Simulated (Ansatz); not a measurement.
Runs of Ansatz 0.2.0 on Zn. Symmetry: Im-3m, No. 229, cubic system. Conventional cell: a = 3.138 Å, b = 3.138 Å, c = 3.138 Å, α = 90.00°, β = 90.00°, γ = 90.00°. Zn (site symmetry m-3m) is surrounded by 8 Zn at 2.72 Å. This isn't the form of Zn at room conditions, which is hcp.

```tsv
level	smearing	gap on the mesh (eV)	pressure (GPa)
LDA	gaussian 0.02 eV	none	-8.3
PBEsol	gaussian 0.05 eV	none	(a)
PBEsol+D3(BJ)	methfessel-paxton 0.2 eV	none	-9.0
RPBE	gaussian 0.1 eV	none	2.5
```

Alike in all rows: task single point; potentials or basis Ansatz PAW; no spin polarisation; cell as given; k mesh 12 × 12 × 12; cutoff (eV) 420.

Q: Estimate the missing entries.

A: (a) -5.1.

Caveats: the PAW data sets come from PBE, with cores solved anew for the run's functional, which leaves a small shift of forces and pressure; pairwise dispersion overbinds metals, which lowers pressure and volume (some runs).

A gap of «none» marks a metal or a gap under the smearing width.
